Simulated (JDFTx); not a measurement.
Crystal: Ge.

```
Ge
1.0
    -2.57449    2.57449    1.39741
     2.57449   -2.57449    1.39741
     2.57449    2.57449   -1.39741
Ge
2
Cartesian
  0.0000 0.0000 1.3974
  2.5745 0.0000 0.6987
```

This isn't the form of Ge at room conditions, which is diamond.

Base run:

| Quantity | Value |
| --- | --- |
| Program | JDFTx 1.7.0 (patched build) |
| Functional | BLYP |
| Potentials or basis | PseudoDojo-SR-PBE-0.5-standard |
| Cutoff | 1061 eV |
| Density cutoff | 8490 eV |
| k mesh | 11 × 11 × 11 |
| Occupations | fermi-dirac, width 0.05 eV |
| Spin | no spin polarisation |

Its results: band gap on the k mesh none (metal or under the smearing width); pressure 9.1 GPa.

Problem. The run is repeated on the same cell with these changes: functional from BLYP to PBE. What comes out?

Solution. Band gap on the k mesh none (metal or under the smearing width); pressure 3.2 GPa.

PBE binds more tightly than BLYP, so the same cell stands under less pressure.

Caveats: the potentials were made for another functional, which shifts forces and pressure (some runs).
